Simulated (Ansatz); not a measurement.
# B on a N site in BN

Theory: DFT PBE, scalar-relativistic, plane waves, PAW in Ansatz 0.2.0. Run with 420 eV cutoff, 2×2×2 k-mesh, Gaussian smearing of 0.01 eV, collinear spin in charge -1 alone.

Host crystal, relaxed:

```yaml
crystal:
  lattice:
    - [2.51218, 0.00000, 0.00000]
    - [-1.25609, 2.17561, 0.00000]
    - [0.00000, 0.00000, 8.34316]
  atoms:
    - { symbol: B, position: [0.33333, 0.66667, 0.25000] }
    - { symbol: B, position: [0.66667, 0.33333, 0.75000] }
    - { symbol: N, position: [0.33333, 0.66667, 0.75000] }
    - { symbol: N, position: [0.66667, 0.33333, 0.25000] }
```

Supercell of 48 atoms, rows in host cell vectors: 0 0 1; 2 -2 0; 2 4 0. Atoms relax at the host's cell, keeping the symmetry that the supercell leaves at the site. The cell is small, so energies carry finite-size errors of tenths of an eV. The host's Kohn–Sham gap is 4.40 eV. Atoms are taken from and returned to the elements' standard states. Charged cells are corrected for image charges with the computed static dielectric tensor (mean 4.4) and aligned with the host's potential at far atoms (alignment terms reach 0.12 eV; the program doubts the alignment in some charges, where it is up to 0.12 eV). No band-filling term is added, and the Fermi level counts from the host's valence band top.

Defect: B on a N site set at (0.333, 0.667, 0.750) of the host cell. Before relaxation its nearest neighbours are 3 B at 1.45 Å.

| charge | E_f at the valence band top (eV) | over the neutral state (eV) | moment (μB) | largest move (Å) | atoms near the site |
| --- | --- | --- | --- | --- | --- |
| 0 | 7.04 | 0.00 | 0.00 | 0.13 | 3 B at 1.58 Å |
| -1 | 9.99 | 2.95 | 0.50 | 0.10 | 3 B at 1.55 Å |
| -2 | 14.95 | 7.90 | 0.00 | 0.07 | 3 B at 1.52 Å |

Among the charges computed the stable one is 0 at the valence band top, changing to -1 at 2.95 eV. In charge -2 the extra carrier would gain by moving to a band edge of the host, so it isn't bound in the gap. In charge -1 the cell has partly filled bands: a level of the defect may be part filled, the carrier may sit in the host's bands, or levels may cross between the k points, so transitions that involve it are doubtful. Fractional moments come from partly filled bands of the small cell.